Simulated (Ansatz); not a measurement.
**Strain response of AgO**

Computed with Ansatz 0.2.0, DFT PBEsol, scalar-relativistic, plane waves, PAW. Run with 420 eV cutoff, 12×12×8 k-mesh, Gaussian smearing of 0.10 eV, no spin polarisation.

Reference structure (relaxed):

```yaml
crystal:
  lattice:
    - [2.47467, 2.47467, 0.00000]
    - [-2.47467, 2.47467, 0.00000]
    - [0.00000, 0.00000, 4.94934]
  atoms:
    - { symbol: Ag, position: [0.00000, 0.00000, 0.00000] }
    - { symbol: Ag, position: [0.50000, 0.50000, 0.50000] }
    - { symbol: O, position: [0.50000, 0.00000, 0.25000] }
    - { symbol: O, position: [0.00000, 0.50000, 0.75000] }
```

Deformation: all cell vectors scaled alike, the atoms relaxed, all within the symmetry that the strain leaves. Energies are extrapolated to zero smearing. Stress is positive in compression, on the Cartesian axes of the cell above.

```tsv
strain (%)	ΔE (meV/atom)	a (Å)	b (Å)	c (Å)	σxx (GPa)	σyy (GPa)	σzz (GPa)
-4.5	112.7	3.342	3.342	4.727	21.25	21.25	21.23
-3.0	47.0	3.395	3.395	4.801	12.52	12.52	12.51
-1.5	?	3.447	3.447	4.875	?	?	?
+0.0	0.0	3.500	3.500	4.949	0.03	0.03	0.02
+1.5	9.8	3.552	3.552	5.024	-4.30	-4.30	-4.31
+3.0	?	3.605	3.605	5.098	?	?	?
+4.5	78.4	3.657	3.657	5.172	-10.20	-10.20	-10.21
```

Q: Fill in the row at -1.5 %.

A: ΔE 11.0 meV/atom; σxx 5.55 GPa; σyy 5.55 GPa; σzz 5.54 GPa.

Q: Fill in the row at +3.0 %.

A: ΔE 37.0 meV/atom; σxx -7.66 GPa; σyy -7.66 GPa; σzz -7.66 GPa.